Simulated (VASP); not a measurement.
Write the native input for VASP 6.6.1 that does the following.

- Task: relaxation of the atoms
- Functional: PBE
- Potentials or basis: VASP PAW PBE potentials, release 64 (Hf_pv, O)
- Cutoff: 600 eV
- k mesh: 6 × 6 × 4
- Occupations: fermi-dirac, width 0.05 eV
- Spin: no spin polarisation
- Further INCAR settings: ALGO = Normal; EDIFF = 1e-07; IBRION = 2; EDIFFG = -0.005; NSW = 40

The structure of HfO2 lies in POSCAR:

```
HfO2                                    
1.0
    3.5632897179      0.0000000000     -0.0000000000
    0.0000000000      3.5632897179      0.0000000000
    0.0000000000      0.0000000000      5.1901716250
  Hf              O             
     2     4
Direct
     0.5000000000000000    0.5000000000000000    0.5000000000000000
     0.0000000000000000    0.0000000000000000    0.0000000000000000
     0.0000000000000000    0.5000000000000000    0.6951363432008338
     0.5000000000000000    0.0000000000000000    0.8048636567991662
     0.5000000000000000    0.0000000000000000    0.3048636567991663
     0.0000000000000000    0.5000000000000000    0.1951363432008337
```

Measurements of this composition are mostly on another form, of space group No. 14.

The cell isn't the ideal one: a relaxed cell with its volume scaled by 0.98.

One way to write it, as run:

INCAR

```
PREC = Accurate
ENCUT = 600
EDIFF = 1E-7
ISMEAR = -1
SIGMA = 0.05
LREAL = False
LASPH = True
NELM = 60
ALGO = Normal
ISIF = 2
LWAVE = False
LCHARG = False
GGA = PE
IBRION = 2
NSW = 40
EDIFFG = -0.005
KPAR = 8
```

KPOINTS

```
Automatic mesh
0
Gamma
  6 6 4
```

Potentials or basis: VASP PAW PBE potentials, release 64 (Hf_pv, O).

The run is started by

```console
$ cat potpaw_PBE.64/Hf_pv/POTCAR potpaw_PBE.64/O/POTCAR > POTCAR
$ mpirun -np 8 vasp_std > vasp.out
```

It gave:

```
Energy gained by relaxing    : 0.8 meV/atom
Ionic steps                  : 3
Pressure after relaxing      : 4.1 GPa
Largest force after relaxing : 0.004 eV/Å
Band gap on the k mesh       : 4.69 eV, indirect (least direct gap 4.77 eV)
```

Caveat: spin-orbit coupling is left out, which moves the levels of the heavy elements.

Run time: 27 s on 8 MPI ranks on Intel(R) Xeon(R) Platinum 8488C (Sapphire Rapids), with other jobs on the host, peak memory 0.21 GiB a rank.
